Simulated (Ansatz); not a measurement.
WS2 under changes of volume

One of the cells (49.592 Å³/atom); the others are scaled copies at fixed shape and fractional positions:

```xyz
3
Lattice="3.1835 0.0000 0.0000 -1.5918 2.7570 0.0000 0.0000 0.0000 16.9506" Properties=species:S:1:pos:R:3 pbc="T T T"
W     0.0000    0.0000    0.0000
S     0.0000    1.8380    1.5595
S     0.0000    1.8380   15.3911
```

* Program: Ansatz 0.2.0
* Functional: r2SCAN
* Potentials or basis: Ansatz PAW
* Cutoff: 500 eV (not typed: the program's choice for these potentials)
* k mesh: 10 × 10 × 2
* Occupations: fermi-dirac, width 0.05 eV
* Spin: no spin polarisation

| volume (Å³/atom) | energy over the lowest point (meV/atom) | gap on the mesh (eV) | largest force (eV/Å) |
| --- | --- | --- | --- |
| 46.616 | ? | ? | ? |
| 47.608 | 14.54 | 2.22 | 0.766 |
| 48.600 | 3.17 | 2.15 | 0.355 |
| 49.592 | 0.00 | 2.09 | 0.024 |
| 50.583 | 4.19 | 2.03 | 0.376 |
| 51.575 | 15.00 | 1.97 | 0.701 |
| 52.567 | 31.77 | 1.92 | 1.001 |

Q: What does the run at 46.616 Å³/atom give?

A: Energy over the lowest point 35.04 meV/atom; gap on the mesh 2.29 eV; largest force 1.211 eV/Å.

Worked out: A Birch-Murnaghan fit of order 3 (a polynomial in V^(-2/3)) to the other rows has its minimum at 49.50 Å³/atom with B0 = V·E''(V) = 60 GPa and B' = 4.3 at fixed shape and positions, which overstates the stiffness. It gives 35.04 meV/atom at 46.616 Å³/atom, against the run's 35.04. A straight line through the other rows of the gap, of slope -3.03 eV per unit of ln V, extrapolates to 2.28 eV, against the run's 2.29.

Energies are extrapolated to zero smearing.

Caveats: spin-orbit coupling is left out, which moves the levels of the heavy elements; the PAW data sets come from PBE, with cores solved anew for the run's functional, which leaves a small shift of forces and pressure.

A mesh can miss the band edges.
